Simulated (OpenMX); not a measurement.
Runs of OpenMX 3.8.5 on Mo. Symmetry: Im-3m, No. 229, cubic system. The conventional cell has a = 3.168 Å, b = 3.168 Å, c = 3.168 Å, α = 90.00°, β = 90.00°, γ = 90.00°. Mo (site symmetry m-3m) is surrounded by 8 Mo at 2.74 Å. 

```csv
task,level,potentials or basis,spin,k mesh,SCF threshold,max SCF cycles,"grid points, held for all volumes",pressure (GPa),V0 of scaled cells (Å³/atom),B0 (GPa)
band structure,PBE,"OpenMX 2013 PBE set, Mo7.0-s3p2d2, grid cutoff 400 Ry",off,13 × 13 × 13,1e-08 Ha,100,-,(a),-,-
equation of state,PBE,"OpenMX 2013 PBE set, Mo7.0-s3p2d2f1, fixed grid of 27 × 27 × 27 points",off,13 × 13 × 13,1e-08 Ha,-,27 × 27 × 27,-,15.78,265
band structure,LDA,"OpenMX 2013 LDA set, Mo7.0-s3p2d2, grid cutoff 400 Ry",off,13 × 13 × 13,1e-08 Ha,100,-,(b),-,-
equation of state,LDA,"OpenMX 2013 LDA set, Mo7.0-s3p2d2, fixed grid of 27 × 27 × 27 points",off,13 × 13 × 13,1e-08 Ha,-,27 × 27 × 27,-,15.34,302
```

Alike in all rows: cell as given; smearing fermi-dirac 0.05 eV.

**Question.** Fill in the values left out.

**Answer.** (a) 2.4; (b) -10.0.

Caveats: the basis of atomic orbitals isn't converged, which shifts pressures, moduli and gaps; volumes in these bases differ from converged ones by about 1 %, for some elements by several (some runs).
